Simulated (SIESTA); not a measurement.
Crystal: ZnS.

```
CELL_PARAMETERS angstrom
0.00000 2.70200 2.70200
2.70200 0.00000 2.70200
2.70200 2.70200 0.00000
ATOMIC_POSITIONS crystal
Zn 0.75000 0.75000 0.75000
S 0.00000 0.00000 0.00000
```

| Item | Value |
| --- | --- |
| Program | SIESTA 5.4.2 |
| Task | relaxation of cell and atoms |
| Functional | xPBE |
| Potentials or basis | PseudoDojo 0.4 standard (PBE files) |
| Basis | DZP (energy shift 0.002 Ry) |
| Grid cutoff | 800 Ry |
| Energy shift | 0.002 Ry |
| k mesh | 9 × 9 × 9 |
| Occupations | fermi-dirac, width 0.025 eV |
| Spin | no spin polarisation |

At the start: pressure 4.8 GPa; volume 19.73 Å³/atom.

Question: Where does the relaxation end?

Answer: Over 4 steps the energy falls by 18.3 meV/atom and the volume is 21.00 Å³/atom (+6.5 %); space group F-43m (No. 216, to 0.05 Å).

The path:
| step | energy change (eV) | largest force (eV/Å) | pressure (GPa) | volume (Å³) |
| --- | --- | --- | --- | --- |
| 1 | 0.0000 | 0.0001 | 4.82 | 39.45 |
| 2 | -0.0034 | 0.0000 | 4.59 | 39.57 |
| 3 | -0.0366 | 0.0009 | -0.10 | 42.13 |
| 4 | -0.0366 | 0.0002 | 0.08 | 42.01 |

Final structure:
```
CELL_PARAMETERS angstrom
0.00002 2.75912 2.75912
2.75912 0.00002 2.75912
2.75912 2.75912 0.00002
ATOMIC_POSITIONS crystal
Zn 0.75000 0.75000 0.75000
S 0.00000 0.00000 0.00000
```

Caveat: semicore shells carry a single zeta, which can move pressures by several GPa and volumes by a few percent; the potentials were made for another functional, which shifts forces and pressure; the basis of atomic orbitals isn't converged, which shifts pressures, moduli and gaps.
